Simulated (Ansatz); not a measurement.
**P (R-3m), comparing deformations**

Computed with DFT PBEsol+D3(BJ), scalar-relativistic, plane waves, PAW (Ansatz). Cutoff 420 eV, Γ-centred 24×24×24 k-points, Gaussian smearing of 0.15 eV. No spin polarisation. Energies are free energies at this smearing, counted from the undisturbed cell; pressure is positive in compression.

Zero of the scan (relaxed at this level; this form isn't the usual structure):

```yaml
crystal:
  lattice:
    - [1.69670, 0.97959, 2.77752]
    - [-1.69670, 0.97959, 2.77752]
    - [0.00000, -1.95918, 2.77752]
  atoms:
    - { symbol: P, position: [0.24129, 0.24129, 0.24129] }
    - { symbol: P, position: [0.75871, 0.75871, 0.75871] }
```

The cell is strained by ε times a Voigt pattern (xx, yy, zz, yz, xz, xy; engineering shear) with fractional coordinates fixed. τ = (1/V0) dE/dε comes from the stress tensor. Of each scan, only the three points used here are listed.

```csv
pattern,ε,τ (GPa)
"(0, 0, 0, 0, 0, 1)",-0.0100,-0.99
"(0, 0, 0, 0, 0, 1)",0.0000,0.00
"(0, 0, 0, 0, 0, 1)",0.0100,0.99
"(1, 0, 0, 0, 0, 0)",-0.0100,-2.86
"(1, 0, 0, 0, 0, 0)",0.0000,-0.13
"(1, 0, 0, 0, 0, 0)",0.0100,2.44
```

**Question.** Which constants do the scans give, and which deformation costs least for the same size of strain tensor?

**Answer.** The slope dτ/dε at zero (parabola through three points) is pᵀCp: (0, 0, 0, 0, 0, 1) gives C66 = 99 GPa; (1, 0, 0, 0, 0, 0) gives C11 = 265 GPa. The size of the strain tensor, ε:ε, is ε² times 0.5, 1.0. Per unit of it the stiffnesses are 199, 265 GPa, so (0, 0, 0, 0, 0, 1) is the softest of these: at ε:ε = (1 %)² the quadratic term costs 0.86 meV/atom against 1.14 for the stiffest. These are clamped-ion values.

Forces appear on the atoms along this scan, and letting them relax would lower the energy and soften the response. In a metal these slopes depend on the k mesh and the smearing.

Cost: 17 runs of about 8.7 core-minutes in all, on AMD EPYC 9R45 (Zen 5) (shared hosts).